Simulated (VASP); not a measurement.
The system is PbF2 (Fluorocronite).

```
CELL_PARAMETERS angstrom
0.00000 2.96366 2.96366
2.96366 0.00000 2.96366
2.96366 2.96366 0.00000
ATOMIC_POSITIONS crystal
Pb 0.00000 0.00000 0.00000
F 0.25000 0.25000 0.25000
F 0.75000 0.75000 0.75000
```

| Item | Value |
| --- | --- |
| Program | VASP 6.6.1 |
| Task | relaxation of cell and atoms |
| Functional | PBE |
| Potentials or basis | VASP PAW PBE potentials, release 64 (Pb_d, F) |
| Cutoff | 600 eV |
| k mesh | 8 × 8 × 8 |
| Occupations | gaussian, width 0.03 eV |
| Spin | no spin polarisation |

At the start: pressure 2.4 GPa; volume 17.35 Å³/atom.

How do energy, volume and symmetry change on relaxing?

Over 3 steps the energy falls by 4.4 meV/atom and the volume is 17.95 Å³/atom (+3.4 %); space group Fm-3m (No. 225, to 0.05 Å).

The path:
| step | energy change (eV) | largest force (eV/Å) | pressure (GPa) | volume (Å³) |
| --- | --- | --- | --- | --- |
| 1 | 0.0000 | 0.0000 | 2.44 | 52.06 |
| 2 | -0.0129 | 0.0000 | -0.29 | 54.08 |
| 3 | -0.0131 | 0.0000 | 0.01 | 53.84 |

Final structure:
```cif
data_structure
_symmetry_space_group_name_H-M 'P 1'
_symmetry_Int_Tables_number 1
_cell_length_a 4.2385
_cell_length_b 4.2385
_cell_length_c 4.2385
_cell_angle_alpha 60.000
_cell_angle_beta 60.000
_cell_angle_gamma 60.000
_cell_volume 53.84
loop_
_atom_site_label
_atom_site_type_symbol
_atom_site_fract_x
_atom_site_fract_y
_atom_site_fract_z
_atom_site_occupancy
Pb1 Pb 0.00000 0.00000 0.00000 1
F1 F 0.25000 0.25000 0.25000 1
F2 F 0.75000 0.75000 0.75000 1
```
